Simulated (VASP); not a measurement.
Runs of VASP 6.6.1 on SiO2. Symmetry: P4_2/mnm, No. 136, tetragonal system. Conventional cell: a = 4.177 Å, b = 4.177 Å, c = 2.666 Å, α = 90.00°, β = 90.00°, γ = 90.00°. O (site symmetry m2m) is surrounded by 3 Si at 1.76 to 1.81 Å. Si (site symmetry mmm) is surrounded by 6 O at 1.76 to 1.81 Å. The cell comes from a database or a generator and needn't be the stable form of this composition.

```tsv
level	potentials or basis	cell	P gpa	target pressure	gap on the mesh (eV)	pressure (GPa)	relaxed volume (Å³/atom)	largest force (eV/Å)
PBE	VASP PAW PBE potentials, release 64 (O, Si)	relaxed to 40 GPa	40	40 GPa	6.81	40.0	-	-
PBE	VASP PAW PBE potentials, release 64 (O, Si)	relaxed to 90 GPa	90	90 GPa	6.96	90.0	-	0.01
LDA	VASP PAW LDA potentials, release 64 (O, Si)	relaxed to 90 GPa	90	90 GPa	6.69	90.0	-	-
LDA	VASP PAW LDA potentials, release 64 (O, Si)	relaxed to 130 GPa	130	130 GPa	6.74	130.0	-	-
PBE	VASP PAW PBE potentials, release 64 (O, Si)	relaxed to 14 GPa	14	14 GPa	(b)	14.0	-	0.01
LDA	VASP PAW LDA potentials, release 64 (O, Si)	relaxed	0	-	5.78	0.0	(a)	-
PBE	VASP PAW PBE potentials, release 64 (O, Si)	relaxed to 130 GPa	130	130 GPa	7.03	130.0	-	-
PBE	VASP PAW PBE potentials, release 64 (O, Si)	relaxed	0	-	5.03	-0.1	8.04	-
LDA	VASP PAW LDA potentials, release 64 (O, Si)	relaxed to 40 GPa	40	40 GPa	6.57	40.0	-	-
LDA	VASP PAW LDA potentials, release 64 (O, Si)	relaxed to 14 GPa	14	14 GPa	6.47	14.0	-	-
```

Alike in all rows: task relaxation of cell and atoms; no spin polarisation; k mesh 7 × 7 × 10; cutoff (eV) 600; smearing fermi-dirac 0.05 eV.

Question: Estimate the missing entries.

Answer: (a) 7.67; (b) 5.76.

Caveats: an odd mesh through Γ misses points on the zone boundary, where band edges often lie; the cell is relaxed towards a set pressure, so the enthalpy falls and the energy may rise (some runs); the volume moved by over 15 % at a fixed basis, so the end points are rough (some runs).
